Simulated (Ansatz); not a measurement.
# TiCo: the cost of one run

Method: DFT PBE, scalar-relativistic, plane waves, PAW, in Ansatz 0.2.0.

## 1. The structure to begin with

The structure is cubic, space group Pm-3m (No. 221). Conventional cell: a = 2.986 Å, b = 2.986 Å, c = 2.986 Å, α = 90.00°, β = 90.00°, γ = 90.00°. Ti (site symmetry m-3m) is surrounded by 8 Co at 2.59 Å. Co (site symmetry m-3m) has 8 Ti at 2.59 Å as nearest neighbours.

Structure file:

```
CELL_PARAMETERS angstrom
2.98611 0.00000 0.00000
0.00000 2.98611 0.00000
0.00000 0.00000 2.98611
ATOMIC_POSITIONS crystal
Ti 0.00000 0.00000 0.00000
Co 0.50000 0.50000 0.50000
```

It goes back to an entry of the Materials Project, which need not be the stable form.

No relaxation comes first: the listed cell is the starting point.

## 2. The reference cell

The reference gives a free energy of -7626.6334 eV, pressure -0.11 GPa, largest force 0.000 eV/Å and gap on the mesh none (metal). It was computed beforehand with the settings of the runs below.

## 3. The scan: an energy map of one atom

Atom 2 (Co) is moved by p along (1.000, 0.000, 0.000) and q along (0.000, 0.000, 1.000) (Å), all else fixed; its images in the other cells move with it. Points alike by symmetry are run once.

## 4. Point p = -0.450, q = -0.450

Input file input.yaml:

```yaml
crystal:
  lattice:
    - [2.98611099, 0.0, 0.0]
    - [0.0, 2.98611099, 0.0]
    - [0.0, 0.0, 2.98611099]
  atoms:
    - { symbol: Ti, position: [0.0, 0.0, 0.0] }
    - { symbol: Co, position: [0.3493023195, 0.5, 0.3493023195], spin: 0.6 }
basis:
  ecutwfc: 420
kpoints:
  mp_grid: { grid: [16, 16, 16] }
hamiltonian:
  xc: pbe
scf:
  occupations: { method: gaussian, width: 0.15 }
output:
  forces: true
  stress: true
  eigenvalues: true
  populations: true
magnetization:
  spin_polarized: true
```

Run with:

```sh
$ ansatz run input.yaml --threads 1 --pin off --max-ram 2560MiB --backend cpu --events-out ev --progress --plain --runs-dir out
```

**Question.** How long does this run take on 1 thread of Intel Xeon Platinum 8259CL at 2.50GHz (Skylake/Cascade Lake), shared host, and how much memory does it need?

About 1.7 min, with a peak of 0.97 GiB.
